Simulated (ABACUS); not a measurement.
## Pb under changes of volume

One of the cells (30.323 Å³/atom); the others are scaled copies at fixed shape and fractional positions:

```xyz
1
Lattice="0.0000 2.4750 2.4750 2.4750 0.0000 2.4750 2.4750 2.4750 0.0000" Properties=species:S:1:pos:R:3 pbc="T T T"
Pb    0.0000    0.0000    0.0000
```

| Property | Result |
| --- | --- |
| Program | ABACUS 3.10.1 |
| Functional | PBE |
| Potentials or basis | PseudoDojo NC SR 0.4.1 PBE standard |
| Cutoff | 857 eV |
| Density cutoff | 3429 eV |
| Basis | plane waves |
| k mesh | 9 × 9 × 9 |
| Occupations | fermi-dirac, width 0.05 eV |
| Spin | no spin polarisation |

| volume (Å³/atom) | energy over the lowest point (meV/atom) | pressure (GPa) |
| --- | --- | --- |
| 28.503 | 55.68 | 6.0 |
| 29.110 | 35.58 | 4.6 |
| 29.716 | ? | ? |
| 30.323 | 9.96 | 2.2 |
| 30.929 | 3.35 | 1.2 |
| 31.535 | 0.18 | 0.4 |
| 32.142 | 0.00 | -0.4 |

Problem. What does the run at 29.716 Å³/atom give?

Solution. Energy over the lowest point 20.52 meV/atom; pressure 3.4 GPa.

Worked out: A Birch-Murnaghan fit of order 3 (a polynomial in V^(-2/3)) to the other rows has its minimum at 31.87 Å³/atom with B0 = V·E''(V) = 39 GPa and B' = 5.8. It gives 20.55 meV/atom at 29.716 Å³/atom, against the run's 20.52, and -dE/dV = 3.4 GPa, against 3.4.

Energies are extrapolated to zero smearing.
